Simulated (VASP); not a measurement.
# I: restarted molecular dynamics, 2 variants

I, Im-3m (no. 229), 8 atoms in the cell. PBE, molecular dynamics; PAW potentials I (PBE set).

| Restart from | Temperature at the end (K) | The same without a restart (K) | Potential energy at the end (eV/atom) | The same without a restart (eV/atom) | Electronic steps in the first step after the restart | Time (s) |
|---|---|---|---|---|---|---|
| CONTCAR with velocities, WAVECAR read | 2168.0 | 2168.0 | -0.97277 | -0.97276 | 4 | 320 |
| CONTCAR with velocities, no WAVECAR | 2168.0 | 2168.0 | -0.97276 | -0.97276 | 15 | 336 |

Limits: 240 fs of 8 atoms are too short for converged averages.

## Input of the first row

INCAR.step1:
```
  GGA = PE
  PREC = Normal
  ENCUT = 200
  EDIFF = 1E-6
  NELMIN = 4
  NELM = 60
  ALGO = Fast
  LREAL = Auto
  LASPH = T
  ISMEAR = -1
  SIGMA = 0.05
  ISYM = 0
  LWAVE = T
  LCHARG = F
  IBRION = 0
  NSW = 30
  POTIM = 4.0
  TEBEG = 1000
  ISIF = 2
  RANDOM_SEED = 484961 0 0
  MDALGO = 1
  ANDERSEN_PROB = 0.0
  KPAR = 2
```

INCAR.step2, as INCAR.step1 but for:
```
- LWAVE = T
+ LWAVE = F
```

KPOINTS:
```
k-points
0
Monkhorst-Pack
  2 2 2
```

POSCAR.step1:
```
I
1.0
   -4.1787508846      4.1787508846      4.1787508846
    4.1787508846     -4.1787508846      4.1787508846
    4.1787508846      4.1787508846     -4.1787508846
I
8
Direct
    0.0000000000      0.0000000000      0.0000000000
    0.0000000000      0.0000000000      0.5000000000
    0.0000000000      0.5000000000      0.0000000000
    0.0000000000      0.5000000000      0.5000000000
    0.5000000000      0.0000000000      0.0000000000
    0.5000000000      0.0000000000      0.5000000000
    0.5000000000      0.5000000000      0.0000000000
    0.5000000000      0.5000000000      0.5000000000
```

Commands (each step's output is kept before the next begins):
```
cat potpaw_PBE.64/I/POTCAR > POTCAR
cp INCAR.step1 INCAR
cp POSCAR.step1 POSCAR
mpirun -np 2 vasp_std > vasp.out
cp CONTCAR POSCAR
cp INCAR.step2 INCAR
mpirun -np 2 vasp_std > vasp.out
```

Changes of the last row against the first:
```
(step 1)
- LWAVE = True
+ LWAVE = False
```

VASP 6.6.1 took 320 s on 2 cores (Intel Xeon Platinum 8259CL @ 2.50GHz (Skylake/Cascade Lake)), a shared host.
